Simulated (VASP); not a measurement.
Wanted: the native input for a VASP 6.6.1 run.

- Task: single point
- Functional: PBE
- Potentials or basis: VASP PAW PBE potentials, release 64 (Sb_d_GW)
- Cutoff: 450 eV
- k mesh: 4 × 4 × 4
- Occupations: gaussian, width 0.02 eV
- Spin: no spin polarisation
- Further INCAR settings: ALGO = Normal; EDIFF = 1e-06

The structure of Sb lies in POSCAR:

```
Sb
1.0
    3.1600000000      0.0000000000      0.0000000000
    0.0000000000      3.1600000000      0.0000000000
    0.0000000000      0.0000000000      3.1600000000
Sb
1
Direct
    0.0000000000      0.0000000000      0.0000000000
```

This isn't the form of Sb at room conditions, which is rhombohedral.

These files were run (other wordings do the same):

INCAR

```
PREC     = Accurate       # precision mode
ENCUT    = 450            # plane-wave cutoff, eV
EDIFF    = 1E-6           # SCF threshold, eV
ISMEAR   = 0              # smearing method
SIGMA    = 0.02           # smearing width, eV
LREAL    = F              # projectors in reciprocal space
LASPH    = T              # aspherical terms in the spheres
NELM     = 100            # most SCF steps
ALGO     = Normal         # electronic algorithm
ISIF     = 2              # what is computed and relaxed
LWAVE    = F              # write WAVECAR
LCHARG   = T              # write CHGCAR
GGA      = PE             # functional
LELF     = T              # ELF
LVHAR    = T
```

KPOINTS

```
regular mesh
0
Gamma
  4 4 4
```

Potentials or basis: VASP PAW PBE potentials, release 64 (Sb_d_GW).

The run is started by

```bash
$ cat potpaw_PBE.64/Sb_d_GW/POTCAR > POTCAR
$ mpirun -np 1 vasp_std > vasp.out
```

Results of the run:

| Quantity | Value |
| --- | --- |
| Pressure | -3.0 GPa |
| Band gap on the k mesh | none (metal or under the smearing width) |

Caveat: the k mesh is coarse (spacing up to 0.50 Å⁻¹), so the values aren't converged.

It took 4 s on 1 thread of Intel(R) Xeon(R) Platinum 8559C (Emerald Rapids), with other jobs on the host, peak memory 0.14 GiB.
